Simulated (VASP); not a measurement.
# GaAs (F-43m) in VASP: phonons with PBE

Aim: the phonons of GaAs with PBE.

All numbers are computed with VASP 6.6.1; they aren't measurements. Logs are shortened: lines on timing, memory, paths and dates and some standing lists are left out, and cuts for length are marked.

**The experiment to reproduce.**

A printed reference work, textbook reports, for a bulk crystal of GaAs at 300 K: high-frequency dielectric constant 10.89.

How close the calculation comes is told below.

## Step 1: Starting point

Symmetry: F-43m, No. 216, cubic system. Conventional cell: a = 5.750 Å, b = 5.750 Å, c = 5.750 Å, α = 90.00°, β = 90.00°, γ = 90.00°. Around Ga (site symmetry -43m) lie 4 As at 2.49 Å. As (site symmetry -43m) is surrounded by 4 Ga at 2.49 Å.

## Step 2: Phonons, PBE

The input, POSCAR:

```
GaAs
1.0
    0.0000000000      2.8751155356      2.8751155356
    2.8751155356      0.0000000000      2.8751155356
    2.8751155356      2.8751155356      0.0000000000
  Ga              As
     1     1
Direct
     0.0000000000000000    0.0000000000000000    0.0000000000000000
     0.2500000000000000    0.2500000000000000    0.2500000000000000
```

The input, INCAR.step1:

```
SYSTEM = GaAs
  ALGO = Normal
  EDIFF = 1E-8
  EDIFFG = -0.002
  ENCUT = 600
  GGA = PE
  IBRION = 2
  ISIF = 3
  ISMEAR = 0
  KPAR = 2
  LASPH = .True.
  LCHARG = .False.
  LREAL = .False.
  LWAVE = .False.
  NELM = 80
  NSW = 40
  PREC = Accurate
  SIGMA = 0.03
```

The input, INCAR.step2:

```
SYSTEM = GaAs
  ALGO = Normal
  EDIFF = 1E-8
  ENCUT = 600
  GGA = PE
  IBRION = 6
  ISIF = 2
  ISMEAR = 0
  KPAR = 2
  LASPH = .True.
  LCHARG = .False.
  LEPSILON = .True.
  LREAL = .False.
  LWAVE = .False.
  NELM = 80
  NFREE = 2
  NSW = 1
  POTIM = 0.015
  PREC = Accurate
  SIGMA = 0.03
```

The input, KPOINTS:

```
k-points
0
Monkhorst
  14 14 14
  0 0 0
```

Potentials or basis: VASP PAW PBE potentials, release 64 (Ga_d, As).

Command:

```sh
$ cat potpaw_PBE.64/Ga_d/POTCAR potpaw_PBE.64/As/POTCAR > POTCAR
$ cp INCAR.step1 INCAR
$ mpirun -np 2 vasp_std > vasp.out
$ cp CONTCAR POSCAR
$ cp INCAR.step2 INCAR
$ mpirun -np 2 vasp_std > vasp.out
```

OUTCAR:

```text
SYSTEM = GaAs
   EDIFF = 1E-8
   ENCUT = 600
   GGA = PE
   IBRION = 6
   ISIF = 2
   ISMEAR = 0
   LASPH = .True.
   LEPSILON = .True.
   LREAL = .False.
   NELM = 80
   NFREE = 2
   NSW = 1
   POTIM = 0.015
   PREC = Accurate

 ion  position               nearest neighbor table
   1  0.000  0.000  0.000-   2 2.49   2 2.49   2 2.49   2 2.49
   2  0.250  0.250  0.250-   1 2.49   1 2.49   1 2.49   1 2.49

  LATTYP: Found a face centered cubic cell.
 ALAT       =     5.7502310712

  Lattice vectors:

 A1 = (   0.0000000000,   2.8751155356,   2.8751155356)
 A2 = (   2.8751155356,   0.0000000000,   2.8751155356)
 A3 = (   2.8751155356,   2.8751155356,   0.0000000000)

Analysis of symmetry for initial positions (statically):
=====================================================================
 Subroutine PRICEL returns:
 Original cell was already a primitive cell.

 Routine SETGRP: Setting up the symmetry group for a
 face centered cubic supercell.

 Subroutine GETGRP returns: Found 24 space group operations
 (whereof 24 operations were pure point group operations)
 out of a pool of 48 trial point group operations.

The static configuration has the point symmetry T_d .

Analysis of symmetry for dynamics (positions and initial velocities):
=====================================================================
 Subroutine PRICEL returns:
 Original cell was already a primitive cell.

 Routine SETGRP: Setting up the symmetry group for a
 face centered cubic supercell.

 Subroutine GETGRP returns: Found 24 space group operations
 (whereof 24 operations were pure point group operations)
 out of a pool of 48 trial point group operations.

The dynamic configuration has the point symmetry T_d .

 Subroutine INISYM returns: Found 24 space group operations
 (whereof 24 operations are pure point group operations),
 and found     1 'primitive' translations

----------------------------------------------------------------------------------------

                                     Primitive cell

  volume of cell :      47.5331

  direct lattice vectors                    reciprocal lattice vectors
     0.000000000  2.875115536  2.875115536    -0.173906055  0.173906055  0.173906055
     2.875115536  0.000000000  2.875115536     0.173906055 -0.173906055  0.173906055
     2.875115536  2.875115536  0.000000000     0.173906055  0.173906055 -0.173906055

  length of vectors
     4.066027384  4.066027384  4.066027384     0.301214123  0.301214123  0.301214123

  position of ions in fractional coordinates (direct lattice)
     0.000000000  0.000000000  0.000000000
     0.250000000  0.250000000  0.250000000

  ion indices of the primitive-cell ions
   primitive index   ion index
                 1           1
                 2           2

----------------------------------------------------------------------------------------

 KPOINTS: k-points

Automatic generation of k-mesh.
 Grid dimensions read from file:
 generate k-points for:   14   14   14

 Generating k-lattice:

  Cartesian coordinates                     Fractional coordinates (reciprocal lattice)
    -0.012421861  0.012421861  0.012421861     0.071428571  0.000000000  0.000000000
     0.012421861 -0.012421861  0.012421861     0.000000000  0.071428571  0.000000000
     0.012421861  0.012421861 -0.012421861     0.000000000  0.000000000  0.071428571

  Length of vectors
     0.021515294  0.021515294  0.021515294

  Shift w.r.t. Gamma in fractional coordinates (k-lattice)
     0.500000000  0.500000000  0.500000000

 Subroutine IBZKPT returns following result:
 ===========================================

 Found    280 irreducible k-points:

 Following reciprocal coordinates:
            Coordinates               Weight
[... 115 lines left out ...]

 Free energy of the ion-electron system (eV)
  ---------------------------------------------------
  ---------------------------------------------------
  free energy    TOTEN  =        -2.03866857 eV

  energy without entropy =       -2.03866857

------------------------ aborting loop because EDIFF is reached ----------------------------------------

 PIEZOELECTRIC TENSOR FIELD DIRECTION 3  (e Angst)
 -----------------------------------------------------------------------------
     0.00210 -2.48207  0.00000           (  0.00000 -0.01512  0.00000)
    -2.48207  0.00210  0.00000           ( -0.01512  0.00000  0.00000)
     0.00000  0.00000 -0.00449           (  0.00000  0.00000  0.00000)

 PIEZOELECTRIC TENSOR FIELD DIRECTION 3  (C/m^2)
 -----------------------------------------------------------------------------
     0.00071 -0.83662  0.00000
    -0.83662  0.00071  0.00000
     0.00000  0.00000 -0.00151

 MACROSCOPIC STATIC DIELECTRIC TENSOR (including local field effects in DFT)
 ------------------------------------------------------
          15.337473    -0.000000    -0.000000
           0.000000    15.337473     0.000000
           0.000000     0.000000    15.337473
 ------------------------------------------------------

 PIEZOELECTRIC TENSOR (including local field effects)  for field in x, y, z        (e  Angst)
          XX          YY          ZZ          XY          YZ          ZX
  --------------------------------------------------------------------------------
  x     0.00000     0.00000     0.00000     0.00000    -2.48323    -0.00000
  y     0.00000     0.00000     0.00000     0.00000     0.00000    -2.48323
  z     0.00000     0.00000    -0.00000    -2.48323     0.00000     0.00000

 PIEZOELECTRIC TENSOR (including local field effects)  for field in x, y, z        (C/m^2)
          XX          YY          ZZ          XY          YZ          ZX
  --------------------------------------------------------------------------------
  x     0.00000     0.00000     0.00000     0.00000    -0.83701    -0.00000
  y     0.00000     0.00000     0.00000     0.00000     0.00000    -0.83701
  z     0.00000     0.00000    -0.00000    -0.83701     0.00000     0.00000

 BORN EFFECTIVE CHARGES (including local field effects) (in |e|, cummulative output)
 ---------------------------------------------------------------------------------
 ion    1
    1     2.21439     0.00000     0.00000
    2     0.00000     2.21439    -0.00000
    3    -0.00000     0.00000     2.21439
 ion    2
    1    -2.21439     0.00000     0.00000
    2    -0.00000    -2.21439     0.00000
    3     0.00000     0.00000    -2.21439

--------------------------------------- Ionic step        2  -------------------------------------------
[... 107 lines left out ...]
--------------------------------------- Ionic step        5  -------------------------------------------

 number of electron      17.9999994 magnetization

 Free energy of the ion-electron system (eV)
  ---------------------------------------------------
  ext. energy  EPLUGINS =         0.00000000
  ---------------------------------------------------
  free energy    TOTEN  =        -8.27578149 eV

  energy without entropy =       -8.27578149  energy(sigma->0) =       -8.27578149

 E-fermi :   3.6065     XC(G=0):  -9.3618

 val. band max:        3.4894207882   @ k =   0.0357   0.0357   0.0357
 cond. band min:       4.0394582370   @ k =   0.0357   0.0357   0.0357
 fundamental gap:      0.5500374488
 Fermi energy:         3.6065428644

 k-point     1 :       0.0357    0.0357    0.0357
  band No.  band energies     occupation
      1     -11.2578      2.00000
      2     -11.2559      2.00000
      3     -11.2543      2.00000
      4     -11.1883      2.00000
      5     -11.1883      2.00000
      6      -8.8923      2.00000
      7       2.9525      2.00000
      8       3.4316      2.00000
      9       3.4894      2.00000
     10       4.0395      0.00000
     11       7.1831      0.00000
     12       7.2038      0.00000
     13       7.2355      0.00000
[... 354 lines left out ...]
  band No.  band energies     occupation
      1     -11.3026      2.00000
      2     -11.2434      2.00000
      3     -11.2404      2.00000
      4     -11.1899      2.00000
      5     -11.1859      2.00000
      6      -7.9535      2.00000
      7      -1.3162      2.00000
      8       1.8894      2.00000
      9       2.7236      2.00000
     10       5.3297      0.00000
     11       7.8721      0.00000
     12       8.3679      0.00000
     13       9.6104      0.00000

 [... further k-points ...]

------------------------ aborting loop because EDIFF is reached ----------------------------------------

  FORCE on cell =-STRESS in cart. coord.  units (eV):
  Direction    XX          YY          ZZ          XY          YZ          ZX
  --------------------------------------------------------------------------------------
  -------------------------------------------------------------------------------------
  Total        0.0042672      0.0062190      0.0062190      0.0000000      0.0926645      0.0000000
  in kB        0.1438336      0.2096198      0.2096198      0.0000000      3.1234045      0.0000000
  external PRESSURE =       0.1876910 kB  Pullay stress =       0.0000000 kB
[... 17 lines left out ...]
  FREE ENERGIE OF THE ION-ELECTRON SYSTEM (eV)
  ---------------------------------------------------
  free  energy   TOTEN  =        -8.2757814861 eV

  energy  without entropy=       -8.2757814861  energy(sigma->0) =       -8.27578149

 INTERNAL STRAIN TENSORS FROM DISPLACED ATOMS
 ============================================

 INTERNAL STRAIN TENSOR FOR ION    1 for displacements in x,y,z  (eV/Angst):
          X           Y           Z          XY          YZ          ZX
  --------------------------------------------------------------------------------
  x     0.00000    -0.00000    -0.00000    -0.00000     6.17429    -0.00000
  y    -0.00000     0.00000    -0.00000     0.00000    -0.00000     6.17429
  z    -0.00000    -0.00000     0.00000     6.17429    -0.00000    -0.00000

 INTERNAL STRAIN TENSOR FOR ION    2 for displacements in x,y,z  (eV/Angst):
          X           Y           Z          XY          YZ          ZX
  --------------------------------------------------------------------------------
  x     0.00000     0.00000     0.00000     0.00000    -6.17331     0.00000
  y     0.00000     0.00000     0.00000     0.00000     0.00000    -6.17331
  z     0.00000     0.00000     0.00000    -6.17331     0.00000     0.00000

 Eigenvectors and eigenvalues of the dynamical matrix
 ----------------------------------------------------

   1 f  =    7.549561 THz    47.435288 2PiTHz  251.826234 cm-1    31.222460 meV
             X         Y         Z           dx          dy          dz
      0.000000  0.000000  0.000000     0.000000    0.000000    0.719376
      1.437558  1.437558  1.437558     0.000000   -0.000000   -0.694621
[... 21 lines left out ...]
   6 f/i=    0.003548 THz     0.022294 2PiTHz    0.118357 cm-1     0.014674 meV
             X         Y         Z           dx          dy          dz
      0.000000  0.000000  0.000000     0.496240   -0.373042   -0.311582
      1.437558  1.437558  1.437558     0.513926   -0.386336   -0.322687

--------------------------------------------------------------------------------------------------------

 MACROSCOPIC STATIC DIELECTRIC TENSOR IONIC CONTRIBUTION
 ------------------------------------------------------
           2.216366     0.000000    -0.000000
           0.000000     2.216366    -0.000000
          -0.000000    -0.000000     2.216366
 ------------------------------------------------------

 ELASTIC MODULI CONTR FROM IONIC RELAXATION (kBar)
 Direction    XX          YY          ZZ          XY          YZ          ZX
 --------------------------------------------------------------------------------
 XX          -0.0000     -0.0000     -0.0000      0.0000      0.0000      0.0000
 YY          -0.0000     -0.0000     -0.0000      0.0000      0.0000      0.0000
 ZZ          -0.0000     -0.0000     -0.0000      0.0000      0.0000      0.0000
 XY           0.0000      0.0000      0.0000   -152.5389      0.0000      0.0000
 YZ           0.0000      0.0000      0.0000      0.0000   -152.5389     -0.0000
 ZX           0.0000      0.0000      0.0000      0.0000     -0.0000   -152.5389
 --------------------------------------------------------------------------------

 PIEZOELECTRIC TENSOR IONIC CONTR  for field in x, y, z        (C/m^2)
          XX          YY          ZZ          XY          YZ          ZX
  --------------------------------------------------------------------------------
  x    -0.00000    -0.00000    -0.00000    -0.00000     0.54712     0.00000
  y    -0.00000    -0.00000    -0.00000    -0.00000     0.00000     0.54712
  z    -0.00000    -0.00000    -0.00000     0.54712    -0.00000    -0.00000
```

Wall time 45 min (2 MPI ranks of Intel Xeon Platinum 8488C (Sapphire Rapids), shared host); peak memory 2.4 GiB.

Results:

| Item | Value |
| --- | --- |
| Electronic dielectric tensor (diagonal) | 15.34 |
| Born charges (mean of the diagonal) | Ga +2.21; As -2.21 e |
| Highest phonon frequency at Γ, LO-TO splitting left out | 252 cm⁻¹ |

Phonon frequencies in cm⁻¹ (negative: imaginary):
```tsv
q point	frequencies
(0.000, 0.000, 0.000)	0 0 0 252 252 252
```

Electronic dielectric tensor:
```
15.34  0.00  0.00
 0.00 15.34  0.00
 0.00  0.00 15.34
```

Born effective charge tensors (e):
atom 1, Ga
```
2.21 0.00 0.00
0.00 2.21 0.00
0.00 0.00 2.21
```
atom 2, As
```
-2.21  0.00  0.00
 0.00 -2.21  0.00
 0.00  0.00 -2.21
```

## Step 3: Comparison with measurements

Step 2. Against the measured high-frequency dielectric constant of GaAs, 10.89 (300 K; a printed reference work, textbook), the calculated 15.34 is off by +40.8 %. So large a miss can be the level of theory's own, or it may mean another phase, state or a wrong row.
